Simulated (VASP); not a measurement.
Set up this calculation in VASP 6.6.1, as the native input.

* Task: single point
* Functional: r2SCAN
* Potentials or basis: VASP PAW PBE potentials, release 64 (Pd)
* Cutoff: 520 eV
* k mesh: 18 × 18 × 18
* Occupations: gaussian, width 0.1 eV
* Spin: no spin polarisation
* Further INCAR settings: ALGO = Normal; EDIFF = 1e-06; NBANDS = 11

The structure of Pd lies in POSCAR:

```
Pd
1.0
   -1.5407700000      1.5407700000      1.5407700000
    1.5407700000     -1.5407700000      1.5407700000
    1.5407700000      1.5407700000     -1.5407700000
Pd
1
Direct
    0.0000000000      0.0000000000      0.0000000000
```

This isn't the form of Pd at room conditions, which is fcc.

These files were run (other wordings do the same):

INCAR

```
SYSTEM = Pd
ALGO = Normal
EDIFF = 1E-6
ENCUT = 520
ISIF = 2
ISMEAR = 0
LASPH = .True.
LCHARG = .True.
LELF = .True.
LMIXTAU = .True.
LREAL = .False.
LVHAR = .True.
LWAVE = .False.
METAGGA = R2SCAN
NBANDS = 11
NELM = 60
PREC = Accurate
SIGMA = 0.1
```

KPOINTS

```
k-points
0
Gamma
  18 18 18
  0 0 0
```

Potentials or basis: VASP PAW PBE potentials, release 64 (Pd).

The run is started by

```bash
$ cat potpaw_PBE.64/Pd/POTCAR > POTCAR
$ mpirun -np 1 vasp_std > vasp.out
```

Results of the run:

| Item | Value |
| --- | --- |
| Pressure | 5.9 GPa |
| Band gap on the k mesh | none (metal or under the smearing width) |

Caveat: the PAW data sets were made with another functional, which shifts forces and pressure a little.

It used 210 s of CPU time on 1 thread of Intel(R) Xeon(R) Platinum 8175M CPU @ 2.50GHz (Skylake/Cascade Lake) (shared host), which was overloaded at the time.
